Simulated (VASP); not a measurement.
The system is AgCl.

```
Ag Cl
1.0
     0.00000    2.77266    2.77266
     2.77266    0.00000    2.77266
     2.77266    2.77266    0.00000
Ag Cl
1 1
Direct
  0.00000 0.00000 0.00000
  0.50000 0.50000 0.50000
```

The cell is a database's computed one.

| Property | Result |
| --- | --- |
| Program | VASP 6.6.1 |
| Task | relaxation of cell and atoms |
| Functional | PBE |
| Potentials or basis | VASP PAW PBE potentials, release 64 (Ag, Cl) |
| Cutoff | 600 eV |
| k mesh | 8 × 8 × 8 |
| Occupations | gaussian, width 0.02 eV |
| Spin | no spin polarisation |

At the start: pressure 1.5 GPa; volume 21.32 Å³/atom.

Task: How do energy, volume and symmetry change on relaxing?

Result: Over 3 steps the energy falls by 3.3 meV/atom and the volume is 22.03 Å³/atom (+3.4 %); space group Fm-3m (No. 225, to 0.05 Å).

Step by step:
```csv
step,energy change (eV),largest force (eV/Å),pressure (GPa),volume (Å³)
1,0.0000,0.0000,1.53,42.63
2,-0.0065,0.0000,0.15,43.90
3,-0.0066,0.0000,0.00,44.06
```

Final structure:
```cif
data_structure
_symmetry_space_group_name_H-M 'P 1'
_symmetry_Int_Tables_number 1
_cell_length_a 3.9645
_cell_length_b 3.9645
_cell_length_c 3.9645
_cell_angle_alpha 60.000
_cell_angle_beta 60.000
_cell_angle_gamma 60.000
_cell_volume 44.06
loop_
_atom_site_label
_atom_site_type_symbol
_atom_site_fract_x
_atom_site_fract_y
_atom_site_fract_z
_atom_site_occupancy
Ag1 Ag 0.00000 0.00000 0.00000 1
Cl1 Cl 0.50000 0.50000 0.50000 1
```
